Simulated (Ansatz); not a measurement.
**Clamped-ion strain scan in Al₂Cu**

Computed with DFT PBEsol, scalar-relativistic, plane waves, PAW (Ansatz 0.2.0). Cutoff 420 eV, Γ-centred 16×16×16 k-points, Gaussian smearing of 0.15 eV. No spin polarisation. Energies are free energies at this smearing, counted from the undisturbed cell; pressure is positive in compression.

Zero of the scan (relaxed at this level; it needn't be the usual structure):

```
CELL_PARAMETERS angstrom
-2.02463 2.02463 2.86301
2.02463 -2.02463 2.86301
2.02463 2.02463 -2.86301
ATOMIC_POSITIONS crystal
Al 0.75000 0.25000 0.50000
Al 0.25000 0.75000 0.50000
Cu 0.50000 0.50000 0.00000
```

The cell is strained by ε times the Voigt pattern (0, 1, 0, 0, 0, 0) (xx, yy, zz, yz, xz, xy; engineering shear) with fractional coordinates fixed. The cell is metallic on the mesh throughout.

Task: Over the sampled range (-0.1000 to 0.1000), is the undisturbed cell the lowest point?

Result: Yes, every other sampled point lies higher.

Task: Which end lies higher in energy, -0.1000 or +0.1000?

Result: -0.1000: 120.4 against 82.3.

The scan:

```csv
ε,ΔE (meV/atom)
-0.1000,120.4
-0.0750,65.5
-0.0500,28.1
-0.0250,6.7
0.0000,0.0
0.0250,6.1
0.0500,23.2
0.0750,49.4
0.0875,65.1
0.1000,82.3
```